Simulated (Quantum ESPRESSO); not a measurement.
**Pb under changes of volume**

One of the cells (31.034 Å³/atom); the others are scaled copies at fixed shape and fractional positions:

```xyz
1
Lattice="-1.9797 1.9797 1.9797 1.9797 -1.9797 1.9797 1.9797 1.9797 -1.9797" Properties=species:S:1:pos:R:3 pbc="T T T"
Pb    0.0000    0.0000    0.0000
```

This isn't the form of Pb at room conditions, which is fcc.

| Property | Result |
| --- | --- |
| Program | Quantum ESPRESSO 7.5 |
| Functional | r2SCAN |
| Potentials or basis | SG15 PBE 1.2 |
| Cutoff | 762 eV |
| Density cutoff | 3048 eV |
| k mesh | 7 × 7 × 7 |
| Occupations | fermi-dirac, width 0.05 eV |
| Spin | no spin polarisation |

| volume (Å³/atom) | energy over the lowest point (meV/atom) | pressure (GPa) |
| --- | --- | --- |
| 29.172 | 0.00 | 0.5 |
| 29.792 | 0.37 | -0.6 |
| 30.413 | 4.82 | -1.6 |
| 31.034 | 12.84 | -2.5 |
| 31.654 | 23.97 | -3.2 |
| 32.275 | 37.77 | -3.8 |
| 32.896 | ? | ? |

Q: What does the run at 32.896 Å³/atom give?

A: Energy over the lowest point 53.86 meV/atom; pressure -4.3 GPa.

Worked out: A Birch-Murnaghan fit of order 3 (a polynomial in V^(-2/3)) to the other rows has its minimum at 29.43 Å³/atom with B0 = V·E''(V) = 54 GPa and B' = 5.6. It gives 53.92 meV/atom at 32.896 Å³/atom, against the run's 53.86, and -dE/dV = -4.4 GPa, against -4.3.

Energies are extrapolated to zero smearing.

Caveats: the potentials were made for another functional, which shifts forces and pressure.
